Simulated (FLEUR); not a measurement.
# GaP under changes of volume

One of the cells (21.026 Å³/atom); the others are scaled copies at fixed shape and fractional positions:

```
Ga P
1.0
     1.94302    1.12180    6.43081
    -1.94302    1.12180    6.43081
     0.00000   -2.24360    6.43081
Ga P
2 2
Cartesian
  0.0000 0.0000 10.8930
  0.0000 0.0000 8.3994
  0.0000 0.0000 18.1853
  0.0000 0.0000 1.1072
```

Measurements of this composition are mostly on another form, of space group No. 216.

- Program: FLEUR MaX-R8.1 (later development tree)
- Functional: PBE
- Potentials or basis: all-electron
- Basis: FLAPW
- Kmax: 4.41 1/bohr
- k mesh: 8 × 8 × 8
- Occupations: fermi-dirac, width 0.05 eV
- Spin: no spin polarisation

```csv
volume (Å³/atom),energy over the lowest point (meV/atom),gap on the mesh (eV)
19.764,19.05,0.82
20.185,8.16,0.83
20.605,2.01,0.83
21.026,0.00,0.83
21.446,?,?
21.867,6.81,0.81
22.287,14.90,0.79
```

**Question.** What does the run at 21.446 Å³/atom give?

**Answer.** Energy over the lowest point 1.72 meV/atom; gap on the mesh 0.82 eV.

Worked out: A Birch-Murnaghan fit of order 3 (a polynomial in V^(-2/3)) to the other rows has its minimum at 21.03 Å³/atom with B0 = V·E''(V) = 71 GPa and B' = 4.5 at fixed shape and positions, which overstates the stiffness. It gives 1.73 meV/atom at 21.446 Å³/atom, against the run's 1.72. A parabola through the other rows of the gap, of slope -0.535 eV per unit of ln V there, gives 0.82 eV, against the run's 0.82.

Energies are extrapolated to zero smearing.

Caveats: the plane-wave cutoff is short for the semicore states, which can make moduli rough.

A mesh can miss the band edges. Spin-orbit coupling on Ga is left out.
